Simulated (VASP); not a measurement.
A run of VASP 6.6.1 is set up as follows.

The input INCAR:

```
SYSTEM = Co
ALGO = Fast
EDIFF = 1E-6
ENCUT = 520
GGA = PS
ISIF = 2
ISMEAR = 0
ISPIN = 2
LASPH = .True.
LCHARG = .False.
LMAXMIX = 4
LORBIT = 11
LREAL = .False.
LWAVE = .False.
MAGMOM = 2.04 2.05 2.05
NBANDS = 24
NELM = 150
PREC = Accurate
SIGMA = 0.1
```

The input KPOINTS:

```
k-points
0
Gamma
  9 9 9
  0 0 0
```

Contents of POSCAR:

```
Co
1.0
    1.2242331949      0.7068113646      5.9821878944
   -1.2242331949      0.7068113646      5.9821878944
    0.0000000000     -1.4136227293      5.9821878944
Co
3
Direct
    0.0000000000      0.0000000000      0.0000000000
    0.2218492087      0.2218492087      0.2218492087
    0.7781507913      0.7781507913      0.7781507913
```

Potentials or basis: VASP PAW PBE potentials, release 64 (Co).

Launch:

```console
$ cat potpaw_PBE.64/Co/POTCAR > POTCAR
$ mpirun -np 1 vasp_std > vasp.out
```

(1) Predict the largest force.

(2) Estimate the net moment.

Answers

(1) 0.008 eV/Å.

(2) 4.60 μB per cell.

Caveat: the PAW data sets were made with another functional, which shifts forces and pressure a little.
